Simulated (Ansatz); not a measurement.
# Random displacements in SnO₂

The calculation used DFT LDA, scalar-relativistic, plane waves, PAW in Ansatz 0.2.0. Cutoff 420 eV, Γ-centred 6×6×8 k-points, Gaussian smearing of 0.05 eV. No spin polarisation. Energies are free energies at this smearing, counted from the undisturbed cell; pressure is positive in compression.

The starting cell (as given, not relaxed at this level):

```
Sn O
1.0
     4.73735    0.00000    0.00000
     0.00000    4.73735    0.00000
     0.00000    0.00000    3.18640
Sn O
2 4
Direct
  0.00000 0.00000 0.00000
  0.50000 0.50000 0.50000
  0.30562 0.30562 0.00000
  0.19438 0.80562 0.50000
  0.69438 0.69438 0.00000
  0.80562 0.19438 0.50000
```

The atoms are displaced (Å, in the unstrained cell):

| atom | ux | uy | uz |
| --- | --- | --- | --- |
| Sn1 | -0.026 | -0.003 | 0.008 |
| Sn2 | -0.049 | -0.044 | 0.020 |
| O3 | 0.003 | -0.008 | 0.014 |
| O4 | 0.014 | 0.002 | -0.019 |
| O5 | 0.042 | 0.038 | -0.002 |
| O6 | 0.015 | 0.015 | -0.022 |

Strain (Voigt, engineering shear): (-0.0123, 0.0020, -0.0073, 0.0081, -0.0010, 0.0088).

What are the energy change, the stress and the forces?

ΔE = 24.5 meV/atom; stress (xx, yy, zz, yz, xz, xy; compression positive) (3.11, 2.00, 4.67, -0.77, 0.08, -0.89) GPa; gap on the mesh 1.21 eV.
| atom | Fx (eV/Å) | Fy | Fz |
| --- | --- | --- | --- |
| Sn1 | 0.59 | 0.00 | -0.55 |
| Sn2 | 1.22 | 1.26 | -0.26 |
| O3 | -0.27 | -0.29 | 0.01 |
| O4 | -0.03 | 0.19 | 0.39 |
| O5 | -1.38 | -1.41 | 0.03 |
| O6 | -0.14 | 0.24 | 0.38 |

Cost: 1 run of about 0.23 core-minutes, on Intel Xeon 6975P-C (Granite Rapids) (shared hosts).